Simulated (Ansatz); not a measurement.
MnSb under changes of volume

One of the cells (21.552 Å³/atom); the others are scaled copies at fixed shape and fractional positions:

```
Sb Mn
1.0
     4.15000    0.00000    0.00000
    -2.07500    3.59401    0.00000
     0.00000    0.00000    5.78000
Sb Mn
2 2
Direct
  0.66667 0.33333 0.75000
  0.33333 0.66667 0.25000
  0.00000 0.00000 0.50000
  0.00000 0.00000 0.00000
```

| Quantity | Value |
| --- | --- |
| Program | Ansatz 0.2.0 |
| Functional | RPBE |
| Potentials or basis | Ansatz PAW |
| Cutoff | 420 eV (not typed: the program's choice for these potentials) |
| k mesh | 7 × 7 × 5 |
| Occupations | fermi-dirac, width 0.05 eV |
| Spin | collinear spin, ferromagnetic start |
| Starting moments | [0.0, 0.0, 4.0, 4.0] μB |

| volume (Å³/atom) | energy over the lowest point (meV/atom) | pressure (GPa) | moment (μB per cell) |
| --- | --- | --- | --- |
| 20.259 | ? | ? | ? |
| 20.690 | 3.24 | 1.7 | 6.55 |
| 21.121 | 0.14 | 0.6 | 6.67 |
| 21.552 | 0.00 | -0.4 | 6.80 |
| 21.983 | 2.31 | -1.3 | 6.92 |
| 22.414 | 6.85 | -2.1 | 7.03 |
| 22.845 | 13.49 | -2.9 | 7.13 |

Question: What does the run at 20.259 Å³/atom give?

Answer: Energy over the lowest point 9.57 meV/atom; pressure 3.0 GPa; moment 6.42 μB per cell.

Worked out: A Birch-Murnaghan fit of order 3 (a polynomial in V^(-2/3)) to the other rows has its minimum at 21.37 Å³/atom with B0 = V·E''(V) = 49 GPa and B' = 4.7 at fixed shape and positions, which overstates the stiffness. It gives 9.48 meV/atom at 20.259 Å³/atom, against the run's 9.57, and -dE/dV = 3.0 GPa, against 3.0. A parabola through the other rows of the moment, of slope 0.324 μB per Å³/atom there, extrapolates to 6.41 μB, against the run's 6.42.

Energies are extrapolated to zero smearing.

Caveats: only a ferromagnetic start was run, and an antiferromagnetic order may lie lower in energy; the PAW data sets come from PBE, with cores solved anew for the run's functional, which leaves a small shift of forces and pressure.
